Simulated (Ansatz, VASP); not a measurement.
# CdS (Hawleyite) in VASP and in Ansatz

```
CELL_PARAMETERS angstrom
0.00000 2.91650 2.91650
2.91650 0.00000 2.91650
2.91650 2.91650 0.00000
ATOMIC_POSITIONS crystal
Cd 0.00000 0.00000 0.00000
S 0.75000 0.75000 0.75000
```

Alike in both runs: functional revPBE; k mesh 5 × 5 × 5; occupations fermi-dirac, width 0.05 eV; no spin polarisation.

|  | VASP | Ansatz |
| --- | --- | --- |
| version | VASP 6.6.1 | Ansatz 0.2.0 |
| potentials or method | VASP PAW PBE potentials, release 64 (Cd, S) | Ansatz PAW |
| plane-wave cutoff (eV) | 520 | 420 |
| valence electrons in the cell | 18 | 26 |
| task | single point | projected density of states |

```tsv
	VASP	Ansatz	Ansatz less VASP
gap on the k mesh at the Fermi level (eV)	1.28	1.28	-0.004
least direct gap on the mesh (eV)	1.28	1.28	-0.004
pressure (GPa)	4.9	4.5	-0.35
```

The two sets of potentials don't hold the same shells in valence.

Caveats: the PAW data sets were made with another functional, which shifts forces and pressure a little (VASP); odd divisions of the mesh miss points on the zone boundary, where band edges often lie, so the gap on the mesh can be too wide (Ansatz); the PAW data sets come from PBE, with cores solved anew for the run's functional, which leaves a small shift of forces and pressure (Ansatz); the density of states is complete only up to the lowest level of the last band computed (Ansatz).
